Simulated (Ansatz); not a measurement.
BeSe in the zincblende structure at its r2SCAN geometry, in the plane-wave code Ansatz. One r2SCAN run serves as the base. The settings are then varied one at a time, some on purpose to values that make no sense. Doubtful ones may also carry a cap on iterations. All numbers are computed, and spin polarisation is off unless an edit sets a moment.

Base input:
```yaml
crystal:
  lattice:
    - [0.0, 2.5810353763, 2.5810353763]
    - [2.5810353763, 0.0, 2.5810353763]
    - [2.5810353763, 2.5810353763, 0.0]
  atoms:
    - { symbol: Be, position: [0.0, 0.0, 0.0] }
    - { symbol: Se, position: [0.25, 0.25, 0.25] }
kpoints:
  mp_grid: { grid: [6, 6, 6] }
hamiltonian:
  xc: r2scan
scf:
  occupations: { method: fixed }
  n_extra_bands: 4
output:
  forces: true
  stress: true
  eigenvalues: true
  write_density: true
  write_potential: true
  elf: true
  volumetric_format: npy
```

Base results:
```
Basis set: ecut = 500 eV, 893 PW (Γ)
Symmetry: 24 space group operations
Space group: F-43m (ITA 216)
k-points: 16 of 216 (time reversal used)
SCF converged after 6 iterations
Free energy (F): -5573.337098 eV
Fermi energy:    6.598473 eV
--- Stress (GPa, compression-positive) ---
        0.034558       0.000000       0.000000
        0.000000       0.034558       0.000000
        0.000000       0.000000       0.034558
  P = ⅓ Tr σ = 0.0346 GPa (0.346 kbar)
```
The gap over this mesh is 3.124 eV.

Command: `ansatz run input.yaml --threads 4 --pin off --max-ram 3686MiB --backend cpu --events-out ev --progress --plain --runs-dir out`. Wall time 1.8 s on 4 threads of Arm Neoverse N1, with other jobs on the host; peak host memory 0.43 GiB.

Task: These lines are set or replaced. What follows?
```yaml
scf:
  occupations: { method: fermi_dirac, width: 0.05 }
```

Result: Energy, stress and gap stay within 1 meV an atom, 0.1 GPa and 0.005 eV of the base. The width is small against the gap, so it doesn't matter.

Task: Predict the outcome of this edit.
```yaml
accuracy: high
```

Result: Energy, stress and gap stay within 1 meV an atom, 0.1 GPa and 0.005 eV of the base. The result hardly depends on this setting here.

One of the further runs printed
```
SCF converged after 6 iterations
Free energy (F): -5516.154621 eV
Fermi energy:    6.758373 eV
--- Stress (GPa, compression-positive) ---
       -1.442625       0.000000       0.000000
        0.000000      -1.442625       0.000000
        0.000000       0.000000      -1.442625
  P = ⅓ Tr σ = -1.4426 GPa (-14.426 kbar)
```

Task: Which setting had been changed?
A. scf.occupations: fermi_dirac 0.5
B. scf.mixing.beta: 1.0
C. hamiltonian.xc: pbesol

Result: C. The cutoff follows the functional, from 500 to 420 eV. The mean stress moves by -1.48 GPa and the gap on the mesh by -0.618 eV (to 2.506). It's another functional on the same cell, so totals aren't comparable.

Task: The input is altered as follows. How does the run end?
```yaml
basis:
  ecutwfc: 750
```

Result: 1639 plane waves in place of 893. Energy, stress and gap stay within 1 meV an atom, 0.1 GPa and 0.005 eV of the base. The base cutoff was converged to that degree.

Task: The input is altered as follows. How does the run end?
```yaml
scf:
  mixing: { beta: -0.3 }
  max_iter: 90
```

Result: The program doesn't start.
```
Error: invalid value for `scf.mixing.beta`: must be finite and in (0, 1]; got -0.3
```

Task: These lines are set or replaced. What follows?
```yaml
scf:
  convergence: { dr2_threshold: 1.0e-12 }
  max_iter: 74
```

Result: It converges in 8 iterations against the base's 6. The tighter threshold changes nothing that matters: the base was converged.

Spin-orbit coupling is left out.
